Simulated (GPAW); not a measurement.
# WC (Qusongite) (P-6m2) in GPAW: a series of runs

One crystal, WC (Qusongite), is run at these levels: PBE+D4, PBEsol+D3(BJ), RPBE+D4, revPBE+D3(BJ); tasks: relaxation of cell and atoms.

All numbers are computed with GPAW 26.7.0; they aren't measurements. Logs are shortened: lines on timing, memory, paths and dates and some standing lists are left out, and cuts for length are marked. The log counts tension as positive stress, the text compression.

### Step 1. The structure

Symmetry: P-6m2, No. 187, hexagonal system. The conventional cell has a = 2.907 Å, b = 2.907 Å, c = 2.837 Å, α = 90.00°, β = 90.00°, γ = 120.00°. W (site symmetry -6m2) is surrounded by 6 C at 2.20 Å. C (site symmetry -6m2) is surrounded by 6 W at 2.20 Å.

### Step 2. Relaxation of cell and atoms, PBE+D4

The input, run.py:

```python
from ase import Atoms
from ase.calculators.mixing import SumCalculator
from ase.filters import FrechetCellFilter
from ase.io import write
from ase.optimize import BFGS
from dftd4.ase import DFTD4
from gpaw import GPAW, PW

atoms = Atoms(['W', 'C'],
              cell=[[2.9065, 0.0, 0.0],
                    [-1.45325, 2.5171028361, 0.0],
                    [0.0, 0.0, 2.8366]],
              scaled_positions=[[0.0, 0.0, 0.0],
                                [0.6666666667, 0.3333333333, 0.5]],
              pbc=True)

calc = GPAW(mode=PW(800),
            xc='PBE',
            kpts={'size': (10, 10, 9), 'gamma': True},
            occupations={'name': 'fermi-dirac', 'width': 0.05},
            nbands=19,
            convergence={'density': 1e-05, 'forces': 0.0001},
            maxiter=150,
            txt='gpaw.txt')
atoms.calc = SumCalculator([calc, DFTD4(method='pbe')])
opt = BFGS(FrechetCellFilter(atoms), trajectory='relax.traj', logfile='-')
done = opt.run(fmax=0.02, steps=40)
calc.write('gs.gpw')
write('result.traj', atoms)
print('Converged:', done)
print('Cell:', atoms.cell.cellpar().round(4))
print('Volume:', round(atoms.get_volume(), 4))
print(atoms.get_scaled_positions().round(5))
```

Potentials or basis: GPAW PAW data sets (gpaw-data 1.2.1), pw.

Launch:

```console
$ OMP_NUM_THREADS=1 python run.py
```

gpaw.txt:

```text
__  _  _
 | _ |_)|_||  |
 |__||  | ||/\| - 26.7.0

Input parameters:
  mode=PW(ecut=800.0),
  convergence={'density': 1e-05, 'forces': 0.0001},
  kpts=MonkhorstPack(size=(10, 10, 9), gamma=True),
  maxiter=150,
  nbands=19,
  occupations=Occupations(name='fermi-dirac', width=0.05),
  xc=XC(name='PBE')

Diagonalizing LCAO Hamiltonian
Converting LCAO to pw mode

           C

       W

Atoms  # Å, Bohr magnetons
|   | symbol |        x |        y |        z |    initial magnetic moments |
|---|--------|----------|----------|----------|-----------------------------|
| 0 |      W | 0.000000 | 0.000000 | 0.000000 | ( 0.0000,  0.0000,  0.0000) |
| 1 |      C | 1.453250 | 0.839034 | 1.418300 | ( 0.0000,  0.0000,  0.0000) |

Unit cell  # Å
| periodic |         x |        y |        z |  lengths |     angles |
|----------|-----------|----------|----------|----------|------------|
|      yes |  2.906500 | 0.000000 | 0.000000 | 2.906500 |  90.000000 |
|      yes | -1.453250 | 2.517103 | 0.000000 | 2.906500 |  90.000000 |
|      yes |  0.000000 | 0.000000 | 2.836600 | 2.836600 | 120.000000 |

Number of symmetries: 12
Symmetry operations  # r_c * U_cc + t_c -> r_c
|    | kind |            matrix            |
|----|------|------------------------------|
|  0 |  σ   |  1, 1, 0,  0,-1, 0,  0, 0, 1 |
|  1 |  C2  |  1, 1, 0,  0,-1, 0,  0, 0,-1 |
|  2 |  E   |  1, 0, 0,  0, 1, 0,  0, 0, 1 |
|  3 |  σ   |  1, 0, 0,  0, 1, 0,  0, 0,-1 |
|  4 |  C3  |  0, 1, 0, -1,-1, 0,  0, 0, 1 |
|  5 |  S3  |  0, 1, 0, -1,-1, 0,  0, 0,-1 |
|  6 |  σ   |  0,-1, 0, -1, 0, 0,  0, 0, 1 |
|  7 |  C2  |  0,-1, 0, -1, 0, 0,  0, 0,-1 |
|  8 |  σ   | -1, 0, 0,  1, 1, 0,  0, 0, 1 |
|  9 |  C2  | -1, 0, 0,  1, 1, 0,  0, 0,-1 |
| 10 |  C3  | -1,-1, 0,  1, 0, 0,  0, 0, 1 |
| 11 |  S3  | -1,-1, 0,  1, 0, 0,  0, 0,-1 |

BZ-sampling:
  Number of BZ points: 900
  Number of IBZ points: 70
[... 130 lines left out ...]
SCF iterations
|iter     | |      energy | eigst |  dens |force |
|---------|-|-------------|-------|-------|------|
|iter:   1| |  -22.658620 | -0.14 |       |      |
|iter:   2| |  -22.177524 | -2.66 | -0.93 |      |
|iter:   3| |  -21.104123 | -1.68 | -0.99 |      |
|iter:   4| |  -21.112061 | -3.64 | -1.70 |      |
|iter:   5| |  -21.119403 | -3.67 | -1.93 |      |
|iter:   6| |  -21.119352c| -5.62 | -3.06 |      |
|iter:   7| |  -21.119353c| -6.84 | -3.63 |      |
|iter:   8| |  -21.119353c| -8.13c| -4.29 |      |
|iter:   9| |  -21.119353c| -8.17c| -4.98 |      |
|iter:  10| |  -21.119353c| -9.10c| -5.74c|      |
|iter:  11| |  -21.119353c|-10.19c| -6.59c|-16.38c|

Converged in 11 steps
Energy contributions relative to reference atoms: (reference = -439799.299771)

Energy contributions:
  Kinetic:          17.170678
  Coulomb:         -18.857529
  Zero:              0.060787
  External:          0.000000
  Xc:              -19.492350
  Entropy:          -0.001880
  Spinorbit:         0.000000
  ----------------------------
  Free energy:     -21.120293
  Extrapolated:    -21.119353
[... 29 lines left out ...]
Stress tensor  # eV/Ang^3
|         x |         y |         z |
|-----------|-----------|-----------|
| -0.034880 | -0.000000 |  0.000000 |
|  0.000000 | -0.034880 |  0.000000 |
|  0.000000 |  0.000000 | -0.030731 |

Forces  # eV/Ang
|        x |        y |       z |
|----------|----------|---------|
|  0.00000 | -0.00000 | 0.00000 |  # W    0
| -0.00000 |  0.00000 | 0.00000 |  # C    1

Diagonalizing LCAO Hamiltonian
Converting LCAO to pw mode

           C

       W

Atoms  # Å, Bohr magnetons
|   | symbol |         x |        y |        z |    initial magnetic moments |
|---|--------|-----------|----------|----------|-----------------------------|
| 0 |      W | -0.000000 | 0.000000 | 0.000000 | ( 0.0000,  0.0000,  0.0000) |
| 1 |      C |  1.452303 | 0.838487 | 1.416930 | ( 0.0000,  0.0000,  0.0000) |

Unit cell  # Å
| periodic |         x |         y |         z |  lengths |     angles |
|----------|-----------|-----------|-----------|----------|------------|
|      yes |  2.904605 | -0.000000 |  0.000000 | 2.904605 |  90.000000 |
|      yes | -1.452303 |  2.515462 | -0.000000 | 2.904605 |  90.000000 |
|      yes |  0.000000 |  0.000000 |  2.833860 | 2.833860 | 120.000000 |

Number of symmetries: 4
Symmetry operations  # r_c * U_cc + t_c -> r_c
|   | kind |            matrix            |
|---|------|------------------------------|
| 0 |  E   |  1, 0, 0,  0, 1, 0,  0, 0, 1 |
| 1 |  σ   |  1, 0, 0,  0, 1, 0,  0, 0,-1 |
| 2 |  σ   |  0,-1, 0, -1, 0, 0,  0, 0, 1 |
| 3 |  C2  |  0,-1, 0, -1, 0, 0,  0, 0,-1 |

BZ-sampling:
  Number of BZ points: 900
  Number of IBZ points: 155

  Monkhorst-Pack size: [10, 10, 9]
  Monkhorst-Pack shift: [0.05, 0.05, 0.0]
[... 127 lines left out ...]
SCF iterations
|iter     | |      energy | eigst |  dens |force |
|---------|-|-------------|-------|-------|------|
|iter:   1| |  -22.658107 | -0.13 |       |      |
|iter:   2| |  -22.177249 | -2.66 | -0.93 |      |
|iter:   3| |  -21.102293 | -1.68 | -0.99 |      |
|iter:   4| |  -21.110295 | -3.64 | -1.70 |      |
|iter:   5| |  -21.117628 | -3.68 | -1.93 |      |
|iter:   6| |  -21.117579c| -5.64 | -3.07 |      |
|iter:   7| |  -21.117581c| -6.84 | -3.63 |      |
|iter:   8| |  -21.117581c| -8.14c| -4.30 |      |
|iter:   9| |  -21.117581c| -8.18c| -4.99 |      |
|iter:  10| |  -21.117581c| -9.11c| -5.75c|      |
|iter:  11| |  -21.117581c|-10.19c| -6.59c|-7.96c|

Converged in 11 steps
Energy contributions relative to reference atoms: (reference = -439799.299771)

Energy contributions:
  Kinetic:          17.704300
  Coulomb:         -19.306269
  Zero:              0.060836
  External:          0.000000
  Xc:              -19.575509
  Entropy:          -0.001876
  Spinorbit:         0.000000
  ----------------------------
  Free energy:     -21.118519
  Extrapolated:    -21.117581
[... 29 lines left out ...]
Stress tensor  # eV/Ang^3
|         x |         y |         z |
|-----------|-----------|-----------|
| -0.040050 |  0.000000 |  0.000000 |
|  0.000000 | -0.040050 |  0.000000 |
|  0.000000 |  0.000000 | -0.038273 |

Forces  # eV/Ang
|        x |       y |       z |
|----------|---------|---------|
| -0.00000 | 0.00000 | 0.00000 |  # W    0
| -0.00000 | 0.00000 | 0.00000 |  # C    1

Interpolating wave functions to new cell

           C

       W

Atoms  # Å, Bohr magnetons
|   | symbol |         x |        y |         z |    initial magnetic moments |
|---|--------|-----------|----------|-----------|-----------------------------|
| 0 |      W | -0.000000 | 0.000000 | -0.000000 | ( 0.0000,  0.0000,  0.0000) |
| 1 |      C |  1.451580 | 0.838070 |  1.415876 | ( 0.0000,  0.0000,  0.0000) |

Unit cell  # Å
| periodic |         x |         y |        z |  lengths |     angles |
|----------|-----------|-----------|----------|----------|------------|
|      yes |  2.903160 | -0.000000 | 0.000000 | 2.903160 |  90.000000 |
|      yes | -1.451580 |  2.514210 | 0.000000 | 2.903160 |  90.000000 |
|      yes |  0.000000 |  0.000000 | 2.831752 | 2.831752 | 120.000002 |

Number of symmetries: 4
Symmetry operations  # r_c * U_cc + t_c -> r_c
|   | kind |            matrix            |
|---|------|------------------------------|
| 0 |  E   |  1, 0, 0,  0, 1, 0,  0, 0, 1 |
| 1 |  σ   |  1, 0, 0,  0, 1, 0,  0, 0,-1 |
| 2 |  σ   |  0,-1, 0, -1, 0, 0,  0, 0, 1 |
| 3 |  C2  |  0,-1, 0, -1, 0, 0,  0, 0,-1 |

BZ-sampling:
  Number of BZ points: 900
  Number of IBZ points: 155

  Monkhorst-Pack size: [10, 10, 9]
  Monkhorst-Pack shift: [0.05, 0.05, 0.0]
[... 127 lines left out ...]
SCF iterations
|iter     | |      energy | eigst |  dens |force |
|---------|-|-------------|-------|-------|------|
|iter:   1| |  -21.116088 | -3.60 |       |      |
|iter:   2| |  -21.116075 | -6.69 | -3.14 |      |
|iter:   3| |  -21.116027c| -5.77 | -3.19 |      |
|iter:   4| |  -21.116028c| -6.89 | -3.86 |      |
|iter:   5| |  -21.116029c| -8.23c| -4.46 |      |
|iter:   6| |  -21.116029c| -7.66c| -4.85 |      |
|iter:   7| |  -21.116029c| -8.87c| -5.64c|      |
|iter:   8| |  -21.116029c| -9.76c| -6.15c|-7.90c|

Converged in 8 steps
Energy contributions relative to reference atoms: (reference = -439799.299771)

Energy contributions:
  Kinetic:          18.115812
  Coulomb:         -19.652336
  Zero:              0.060866
  External:          0.000000
  Xc:              -19.639435
  Entropy:          -0.001874
  Spinorbit:         0.000000
  ----------------------------
  Free energy:     -21.116966
  Extrapolated:    -21.116029
[... 29 lines left out ...]
Stress tensor  # eV/Ang^3
|         x |         y |         z |
|-----------|-----------|-----------|
| -0.044039 |  0.000000 |  0.000000 |
|  0.000000 | -0.044039 |  0.000000 |
|  0.000000 |  0.000000 | -0.044122 |

Forces  # eV/Ang
|        x |       y |       z |
|----------|---------|---------|
| -0.00000 | 0.00000 | 0.00000 |  # W    0
| -0.00000 | 0.00000 | 0.00000 |  # C    1

# Writing to gs.gpw (mode='')
```

It took 90 s on 1 thread of Arm Neoverse V2, shared host; peak memory 0.29 GiB.

Results:

| Quantity | Value |
| --- | --- |
| Free energy | -22.0955 eV |
| Relaxed volume | 10.33 Å³/atom |
| Relaxed cell | a = 2.903 Å, b = 2.903 Å, c = 2.832 Å, α = 90.00°, β = 90.00°, γ = 120.00° |
| Space group after relaxing (to 0.05 Å) | P-6m2 (No. 187) |
| Energy gained by relaxing | 0.2 meV/atom |
| Ionic steps | 3 |
| Pressure after relaxing | 0.0 GPa |
| Band gap on the k mesh | none (metal or under the smearing width) |
| Dispersion energy per atom | -0.489 eV |

The path:
| step | energy change (eV) | largest force (eV/Å) | pressure (GPa) | volume (Å³) |
| --- | --- | --- | --- | --- |
| 1 | 0.0000 | 0.0000 | -1.64 | 20.75 |
| 2 | -0.0003 | 0.0000 | -0.71 | 20.71 |
| 3 | -0.0003 | 0.0000 | 0.00 | 20.67 |

Final structure:
```
CELL_PARAMETERS angstrom
2.90316 0.00000 0.00000
-1.45158 2.51421 0.00000
0.00000 0.00000 2.83175
ATOMIC_POSITIONS crystal
W 0.00000 0.00000 0.00000
C 0.66667 0.33333 0.50000
```

Levels at points of the mesh, in eV from the Fermi level:
```tsv
k point	band 7	band 8	band 9	band 10	band 11	band 12
(0.00, 0.00, 0.00)	-3.34	-3.34	0.09	3.26	3.26	5.65
(0.50, 0.00, 0.00)	-3.62	-3.57	-0.47	2.36	4.56	4.91
(0.50, 0.50, 0.00)	-3.62	-3.57	-0.47	2.36	4.56	4.91
```

Caveat: later steps reuse the first step's grids; pairwise dispersion overbinds metals, which lowers pressure and volume. Spin-orbit coupling is left out, which matters for the levels of W.

(Continued in part 2 of 2.)
